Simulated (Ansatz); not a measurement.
The system is Ir.

```
CELL_PARAMETERS angstrom
2.75138 0.00000 0.00000
-1.37569 2.38276 0.00000
0.00000 0.00000 4.46229
ATOMIC_POSITIONS crystal
Ir 0.33333 0.66667 0.25000
Ir 0.66667 0.33333 0.75000
```

This isn't the form of Ir at room conditions, which is fcc.

Base run:

| Property | Result |
| --- | --- |
| Program | Ansatz 0.2.0 |
| Functional | PBEsol |
| Potentials or basis | all-electron PAW datasets made for the crystal |
| Cutoff | 260 eV (chosen from the basis error) |
| k mesh | 11 × 11 × 6 |
| Occupations | fermi-dirac, width 0.05 eV |
| Spin | no spin polarisation |

Its results: pressure -12.4 GPa.

The run is repeated on the same cell with these changes: potentials or basis from all-electron PAW datasets made for the crystal to all-electron LAPW, non-relativistic; cutoff from 260 eV (chosen from the basis error) to 276 eV (chosen from the basis error). What comes out?

Pressure 22.1 GPa.

Caveats: relativity is left out, which matters for the heavier elements (some runs).

The runs don't all hold the same shells in valence.
